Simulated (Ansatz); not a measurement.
Crystal: BaS.

```xyz
2
Lattice="0.0000 3.1938 3.1938 3.1938 0.0000 3.1938 3.1938 3.1938 0.0000" Properties=species:S:1:pos:R:3 pbc="T T T"
Ba    0.0000    0.0000    0.0000
S     3.1938    3.1938    3.1938
```

| Item | Value |
| --- | --- |
| Program | Ansatz 0.2.0 |
| Task | relaxation of cell and atoms |
| Functional | PBEsol |
| Dispersion | D3(BJ) |
| Potentials or basis | all-electron LAPW, scalar-relativistic |
| Basis error allowed | 0.001 eV/atom |
| k mesh | 7 × 7 × 7 |
| Occupations | fermi-dirac, width 0.05 eV |
| Spin | no spin polarisation |

At the start: volume 32.58 Å³/atom.

How do energy, volume and symmetry change on relaxing?

Over 5 steps the energy falls by 17.5 meV/atom and the volume is 30.63 Å³/atom (-6.0 %); space group Fm-3m (No. 225, to 0.05 Å).

Step by step:
| step | energy change (eV) | largest force (eV/Å) | volume (Å³) |
| --- | --- | --- | --- |
| 1 | 0.0000 | 0.0000 | 65.15 |
| 2 | -0.0310 | 0.0000 | 60.05 |
| 3 | -0.0349 | 0.0000 | 61.40 |
| 4 | -0.0350 | 0.0000 | 61.27 |
| 5 | -0.0350 | 0.0000 | 61.27 |

Final structure:
```
Ba S
1.0
     0.00000    3.12896    3.12896
     3.12896    0.00000    3.12896
     3.12896    3.12896    0.00000
Ba S
1 1
Cartesian
  0.0000 0.0000 0.0000
  3.1290 3.1290 3.1290
```
